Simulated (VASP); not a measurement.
A run of VASP 6.6.1 is set up as follows.

The input INCAR:

```
ALGO     = Fast           # electronic algorithm
EDIFF    = 1E-7           # SCF threshold, eV
EDIFFG   = -0.002         # ionic threshold
ENCUT    = 700            # plane-wave cutoff, eV
GGA      = PE             # functional
IBRION   = 2              # ionic algorithm
ISIF     = 3              # what is computed and relaxed
ISMEAR   = 0              # smearing method
LASPH    = T              # aspherical terms in the spheres
LCHARG   = F              # write CHGCAR
LREAL    = F              # projectors in reciprocal space
LWAVE    = F              # write WAVECAR
NELM     = 60             # most SCF steps
NSW      = 80             # ionic steps
PREC     = Accurate       # precision mode
SIGMA    = 0.1            # smearing width, eV
```

KPOINTS

```
k-points
0
Gamma
  16 16 16
```

The input POSCAR:

```
TiC                                     
1.0
    0.0000000000      2.1666678281      2.1666678281
    2.1666678281     -0.0000000000      2.1666678281
    2.1666678281      2.1666678281      0.0000000000
  Ti              C             
     1     1
Direct
     0.0000000000000000    0.0000000000000000    0.0000000000000000
     0.5000000000000000    0.5000000000000000    0.5000000000000000
```

Potentials or basis: VASP PAW PBE potentials, release 64 (Ti_sv, C).

Command:

```sh
$ cat potpaw_PBE.64/Ti_sv/POTCAR potpaw_PBE.64/C/POTCAR > POTCAR
$ mpirun -np 1 vasp_std > vasp.out
```

Question: Predict the band gap on the k mesh.

Answer: None (metal or under the smearing width).

Final structure:
```xyz
2
Lattice="0.0000 2.1667 2.1667 2.1667 0.0000 2.1667 2.1667 2.1667 0.0000" Properties=species:S:1:pos:R:3 pbc="T T T"
Ti    0.0000    0.0000    0.0000
C     2.1667    2.1667    2.1667
```

Caveat: the relaxation stopped at its first step, so nothing moved.
